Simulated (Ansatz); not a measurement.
Equation of state of BN from a dense series

```yaml
crystal:
  lattice:
    - [0.00000, 1.80750, 1.80750]
    - [1.80750, 0.00000, 1.80750]
    - [1.80750, 1.80750, 0.00000]
  atoms:
    - { symbol: B, position: [0.00000, 0.00000, 0.00000] }
    - { symbol: N, position: [0.75000, 0.75000, 0.75000] }
```

Atom numbers follow the list: B1, N2.

The cell comes from COD entry 9008834, which wasn't checked; take it as a given geometry.

Theory: DFT, PBEsol, all-electron LAPW, scalar-relativistic (Ansatz 0.2.0).

The runs use a Γ-centred 13×13×13 k mesh, Fermi–Dirac smearing of 0.03 eV, basis error target 1 meV/atom, no spin polarisation.

The cell is scaled evenly. Fractional coordinates are held (clamped ions).

```
V (Å³/atom)  P (GPa)
      5.551    23.07
      5.669    13.58
      5.787     4.94
      5.846     0.91
      5.905    -2.93
      5.964    -6.59
      6.023   -10.09
      6.260   -22.55
```

Task: Fit a third-order Birch–Murnaghan curve to the pressures.

Result: P = (3B0/2)(y^(7/2) − y^(5/2))[1 + (3/4)(B0′ − 4)(y − 1)] with y = (V0/V)^(2/3) fits within 0.01 GPa for V0 = 5.860 Å³/atom, B0 = 385.8 GPa and B0′ = 3.66.

Task: Predict the pressure at the withheld volume, 6.141 Å³/atom.

Result: There y = 0.9692, so the fit gives -16.61 GPa; the run gave -16.61 GPa.
